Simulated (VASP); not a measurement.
# AgI in VASP 6.6.1, single-point calculation

INCAR

```
LWAVE = .FALSE.
LASPH = .TRUE.
SIGMA = 0.4
LREAL = .FALSE.
NBANDS = 16
IBRION = -1
NELM = 59
PREC = Accurate
GGA = PE
ISIF = 2
LCHARG = .FALSE.
EDIFF = 1E-7
ENCUT = 520
ISMEAR = 1
NSW = 0
```

KPOINTS

```
KPOINTS created by Atomic Simulation Environment
0
Gamma
6 6 6
0 0 0
```

POSCAR

```
Ag I
 1.0000000000000000
     0.0000000000000000    3.3757221564000002    3.3757221564000002
     3.3757221564000002    0.0000000000000000    3.3757221564000002
     3.3757221564000002    3.3757221564000002    0.0000000000000000
 Ag  I
   1   1
Cartesian
  0.0000000000000000  0.0000000000000000  0.0000000000000000
  1.6878610781999999  1.6878610781999999  1.6878610781999999
```

The recommended PBE PAW datasets give the neutral cell 18 valence electrons.

Command

```
mpirun -np 1 vasp_std
```

Problem. Predict the outcome of this run.

Solution. It converged. Results: gap between bands v and c on the k mesh 1.35 eV; least direct gap on the k mesh 1.35 eV; pressure -1.3 GPa. Band v is the last that the valence electrons fill when counted band by band, and c is the next.

OSZICAR

```
N       E                     dE             d eps       ncg     rms          rms(c)
DAV:   1     0.922748495652E+02    0.92275E+02   -0.76797E+03   520   0.941E+02
DAV:   2    -0.131417488392E+01   -0.93589E+02   -0.87198E+02   616   0.191E+02
DAV:   3    -0.478859826651E+01   -0.34744E+01   -0.34650E+01   664   0.378E+01
DAV:   4    -0.484446623139E+01   -0.55868E-01   -0.55866E-01   728   0.440E+00
DAV:   5    -0.484488129218E+01   -0.41506E-03   -0.41506E-03   696   0.300E-01    0.390E+00
DAV:   6    -0.476741921398E+01    0.77462E-01   -0.19842E-01   560   0.623E+00    0.304E+00
DAV:   7    -0.476708725464E+01    0.33196E-03   -0.44434E-02   568   0.123E+00    0.136E+00
DAV:   8    -0.476770439522E+01   -0.61714E-03   -0.31221E-03   584   0.514E-01    0.265E-01
DAV:   9    -0.476794871363E+01   -0.24432E-03   -0.50122E-04   616   0.266E-01    0.571E-02
DAV:  10    -0.476798579272E+01   -0.37079E-04   -0.34386E-05   624   0.630E-02    0.215E-02
DAV:  11    -0.476802799608E+01   -0.42203E-04   -0.51731E-05   592   0.518E-02    0.128E-02
DAV:  12    -0.476802792750E+01    0.68577E-07   -0.33948E-06   624   0.168E-02    0.999E-03
DAV:  13    -0.476802822087E+01   -0.29337E-06   -0.10803E-06   632   0.620E-03    0.198E-03
DAV:  14    -0.476802826224E+01   -0.41372E-07   -0.20155E-07   584   0.325E-03
   1 F= -.47680283E+01 E0= -.47734903E+01  d E =0.163860E-01
```

Standard output (part)

```
POSCAR found type information on POSCAR AgI
 POSCAR found :  2 types and       2 ions
 LDA part: xc-table for (Slater+PW92), standard interpolation
 POSCAR, INCAR and KPOINTS ok, starting setup
 WAVECAR not read
 entering main loop
```

One setting is odd (smearing far too wide), but here it hardly changes the result.

On sound settings PBE gives a gap of 1.35 eV on its mesh and a pressure of -1.3 GPa for the intended cell. This run's energy (σ→0) differs from it by 0 meV an atom.
